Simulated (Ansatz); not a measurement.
# InSe₂: from a trial structure to a relaxed crystal

Theory: Ansatz, DFT r2SCAN, scalar-relativistic, plane waves, PAW.

The start puts InSe₂ on the rutile structure type (P4_2/mnm, No. 136), with In in place of Ti, Se in place of O, at a guessed volume.

Input of the last, converged step (default PAW datasets):

```yaml
crystal:
  lattice:
    - [6.3916220096, 0.0, 0.0]
    - [0.0, 6.3916220096, 0.0]
    - [0.0, 0.0, 4.1011044905]
  atoms:
    - { symbol: In, position: [0.0, 0.0, 0.0] }
    - { symbol: In, position: [0.5, 0.5, 0.5] }
    - { symbol: Se, position: [0.3045340729, 0.3045340729, 0.0] }
    - { symbol: Se, position: [0.1954659271, 0.8045340729, 0.5] }
    - { symbol: Se, position: [0.6954659271, 0.6954659271, 0.0] }
    - { symbol: Se, position: [0.8045340729, 0.1954659271, 0.5] }
basis:
  ecutwfc: 500
kpoints:
  mp_grid: { grid: [6, 6, 10] }
hamiltonian:
  xc: r2scan
scf:
  occupations: { method: gaussian, width: 0.1 }
output:
  forces: true
  stress: true
  eigenvalues: true
relax:
  adjacent_minimum: "off"
  f_tol: 0.01
  max_steps: 80
  cell: { stress_tol: 0.05 }
```

Launched as:

```bash
ansatz run input.yaml --threads 1 --pin off --max-ram 3072MiB --backend cpu --events-out ev --progress --plain --runs-dir out
```

The run took 5.3 min on 1 thread of Arm Neoverse V2 (shared host), peak memory 0.97 GiB.

The program printed at the end:

```
SCF converged after 4 iterations
Free energy (F): -33137.417594 eV
Harris-Foulkes:  -33137.417594 eV  (|F-HF|=9.46e-11)
Internal energy: -33137.374460 eV  (E = F + TS)
E sigma→0 (E₀):  -33137.396027 eV
Entropy (-TS):   -0.043134 eV (-7.189 meV/atom)
Fermi energy:    6.163121 eV
--- Per-component energies (eV) ---
  E_band       = -1782.521504
  E_kinetic    = 958.786989
  E_local      = -12889.479917  (includes V_loc(G=0)·N_el)
  E_nonlocal   = -1642.053131
  E_hartree    = 6096.075612
  E_xc         = -790.126422
  E_vxc        = -629.266375  (∫ρ·V_xc dr)
  E_paw        = -16075.137809  (= ΣΔE_a)
  E_vpaw       = 192.299885  (= ΣTr[D̂ρ^β])
  E_aug_tail   = -0.000814  (compensation charges beyond the density's cutoff)
  E_vtau       = 35.040423  (kinetic-family band-sum trace: ∫τ·v_τ [+ j·A + Jᵃ·Aᵃ] dr)
  E_ewald      = -8790.310978
  E_core_change = -5.127989  (= ΣΔE_core)
  E_smearing   = -0.043134  (= −TS)
  E_closure    =  0.000000  (closes the sum)
  Σ components = -33137.417594   (vs F -33137.417594, Δ=0.00e0)
--- Forces (eV/Å), atoms counted from 1 ---
  atom   1  In     0.00000000     0.00000000     0.00000000
  atom   2  In     0.00000000     0.00000000     0.00000000
  atom   3  Se     0.00124978     0.00124978     0.00000000
  atom   4  Se    -0.00124978     0.00124978     0.00000000
  atom   5  Se    -0.00124978    -0.00124978     0.00000000
  atom   6  Se     0.00124978    -0.00124978     0.00000000
  max |Σ_I F_I| component: 5.20e-18 eV/Å
--- Stress (GPa, compression-positive) ---
       -0.002593       0.000000       0.000000
        0.000000      -0.002593       0.000000
        0.000000       0.000000      -0.006409
  P = ⅓ Tr σ = -0.0039 GPa (-0.039 kbar)
--- Relaxed structure (4 steps of the walk, 4 accepted, 1 SCFs on fresh bases) ---
  F+E_penalty+E_count = -33137.41759354 eV   max|allowed force component| = 1.250e-3 eV/Å   (the final SCF, on the basis selected at the relaxed cell)
  cell:  # Å, volume = 167.3396 Å³
    - [6.416373, 0.000000, 0.0]
    - [0.000000, 6.416373, 0.0]
    - [0.0, 0.0, 4.064615]
  atoms:
    - { symbol: In, position: [0.000000, 0.000000, 0.0] }
    - { symbol: In, position: [0.500000, 0.500000, 0.500000] }
    - { symbol: Se, position: [0.304551, 0.304551, 0.0] }
    - { symbol: Se, position: [0.195449, 0.804551, 0.500000] }
    - { symbol: Se, position: [0.695449, 0.695449, 0.0] }
    - { symbol: Se, position: [0.804551, 0.195449, 0.500000] }
```

Total energies depend on the potentials used, so only differences within one code and one set of settings carry meaning.

The result has space group P4_2/mnm (No. 136). In has 6 Se at 2.70–2.76 Å; Se is coordinated by 3 In at 2.70–2.76 Å.

Against the elements it lies at -0.21 eV/atom. The zero of energy is the elements' standard structures at the same level; no fitted shifts are applied.

The k mesh leaves about 4 meV/atom of noise in metals.

Symmetry constrained the relaxation, so the result can be a saddle point.